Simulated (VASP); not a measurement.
A calculation with VASP 6.6.1 of InPd (native input, structure from a POSCAR):

File INCAR:

```
PREC = Accurate
ENCUT = 500
EDIFF = 1E-6
ISMEAR = 0
SIGMA = 0.02
LREAL = F
LASPH = T
NELM = 80
ALGO = Normal
ISIF = 2
LWAVE = F
LCHARG = T
LELF = T
LVHAR = T
```

KPOINTS

```
regular mesh
0
Gamma
  8 8 8
```

POSCAR

```
InPd
3.2719
    0.999995348269      0.000000000000      0.000000000000
    0.000000000000      0.999995348269      0.000000000000
    0.000000000000      0.000000000000      0.999995348269
In Pd
1 1
Direct
    0.0000000000      0.0000000000      0.0000000000
    0.5000000000      0.5000000000      0.5000000000
```

Potentials or basis: VASP PAW LDA potentials, release 64 (In, Pd).

Launch:

```sh
$ cat potpaw_LDA.64/In/POTCAR potpaw_LDA.64/Pd/POTCAR > POTCAR
$ mpirun -np 1 vasp_std > vasp.out
```

The cell comes from a database or a generator and needn't be the stable form of this composition.

Task: Write the same calculation in another form: ASE script, Cartesian positions.

Result: As run:

File run.py:

```python
from ase.calculators.vasp import Vasp
from ase.dft.bandgap import bandgap
from ase.io import read

atoms = read('InPd.xyz')
calc = Vasp(
    directory='calc',
    xc='lda',
    pp='LDA',
    setups='minimal',
    prec='Accurate',
    encut=500,
    ediff=1e-07,
    ismear=0,
    sigma=0.02,
    lreal=False,
    lasph=True,
    nelm=60,
    algo='Normal',
    isif=2,
    lwave=False,
    lcharg=False,
    kpts=[8, 8, 8],
    gamma=True,
)
atoms.calc = calc

print('energy (eV):', atoms.get_potential_energy())
print('free energy (eV):', atoms.get_potential_energy(force_consistent=True))
print('forces (eV/A):')
print(atoms.get_forces())
print('stress (eV/A^3, Voigt):', atoms.get_stress())
print('Fermi level (eV):', calc.get_fermi_level())
gap, top, bottom = bandgap(calc)
print('band gap (eV):', gap, 'from (spin, k, band)', top, 'to', bottom)
```

The input InPd.xyz:

```xyz
2
Lattice="3.2718847800 0.0000000000 0.0000000000 0.0000000000 3.2718847800 0.0000000000 0.0000000000 0.0000000000 3.2718847800" Properties=species:S:1:pos:R:3 pbc="T T T"
In     0.0000000000      0.0000000000      0.0000000000
Pd     1.6359423900      1.6359423900      1.6359423900
```

Potentials or basis: VASP PAW LDA potentials, release 64 (In, Pd).

Launch:

```sh
$ python run.py
```

Both were run:

|  | native input, structure from a POSCAR | ASE script, Cartesian positions |
| --- | --- | --- |
| Pressure | -6.9 GPa | -6.9 GPa |
| Band gap on the k mesh | none (metal or under the smearing width) | none (metal or under the smearing width) |

Keys that steer only the numerical path or the files written may differ.
